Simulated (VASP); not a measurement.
KI:

```
CELL_PARAMETERS angstrom
0.00000 3.53277 3.53277
3.53277 0.00000 3.53277
3.53277 3.53277 0.00000
ATOMIC_POSITIONS crystal
K 0.00000 0.00000 0.00000
I 0.50000 0.50000 0.50000
```

| Quantity | Value |
| --- | --- |
| Program | VASP 6.6.1 |
| Task | relaxation of cell and atoms |
| Functional | PBE |
| Potentials or basis | VASP PAW PBE potentials, release 64 (K_sv, I) |
| Cutoff | 600 eV |
| k mesh | 8 × 8 × 8 |
| Occupations | gaussian, width 0.03 eV |
| Spin | no spin polarisation |

At the start: pressure 0.6 GPa; volume 44.09 Å³/atom.

**Question.** How do energy, volume and symmetry change on relaxing?

**Answer.** Over 4 steps the energy falls by 4.3 meV/atom and the volume is 46.44 Å³/atom (+5.3 %); space group Fm-3m (No. 225, to 0.05 Å).

The path:
```
step  energy change (eV)  largest force (eV/Å)  pressure (GPa)  volume (Å³)
   1              0.0000                0.0000            0.62        88.18
   2             -0.0063                0.0000            0.31        90.38
   3             -0.0085                0.0000           -0.05        93.30
   4             -0.0086                0.0000            0.00        92.88
```

Final structure:
```
K I
1.0
     0.00000    3.59439    3.59439
     3.59439    0.00000    3.59439
     3.59439    3.59439    0.00000
K I
1 1
Direct
  0.00000 0.00000 0.00000
  0.50000 0.50000 0.50000
```
